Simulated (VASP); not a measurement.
**V: single point with PBE**

Crystal: V.

```
V
1.0
     4.18519    0.00000    0.00000
    -2.09259    3.62448    0.00000
     0.00000    0.00000    4.18187
V
4
Direct
  0.00000 0.00000 0.25000
  0.00000 0.00000 0.75000
  0.33333 0.66667 0.75000
  0.66667 0.33333 0.25000
```

The cell was built by a generator and needn't be a form met in nature.

```
Program             : VASP 6.6.1
Task                : single point
Functional          : PBE
Potentials or basis : VASP PAW PBE potentials, release 64 (V_sv)
Cutoff              : 520 eV
k mesh              : 12 × 12 × 10
Occupations         : gaussian, width 0.1 eV
Spin                : no spin polarisation
```

```json
{
 "Pressure": "0.7 GPa",
 "Band gap on the k mesh": "none (metal or under the smearing width)"
}
```

Stress tensor (GPa, compression positive):
```
0.21 0.00 0.00
0.00 0.21 0.00
0.00 0.00 1.61
```

Levels at points of the mesh, in eV from the Fermi level:
| k point | band 24 | band 25 | band 26 | band 27 | band 28 | band 29 |
| --- | --- | --- | --- | --- | --- | --- |
| (0.00, 0.00, 0.00) | -0.34 | -0.34 | -0.07 | -0.07 | 0.68 | 0.68 |
| (0.50, 0.00, 0.00) | -0.60 | -0.30 | -0.26 | -0.19 | 0.55 | 1.32 |
| (0.00, 0.00, 0.50) | 0.16 | 0.16 | 0.16 | 0.35 | 0.35 | 1.37 |
| (0.50, 0.00, 0.50) | -0.85 | -0.64 | -0.64 | 0.33 | 0.33 | 1.36 |

Run time: 2.9 min on 1 thread of Intel(R) Xeon(R) Platinum 8259CL CPU @ 2.50GHz (Skylake/Cascade Lake), with other jobs on the host, peak memory 0.3 GiB.
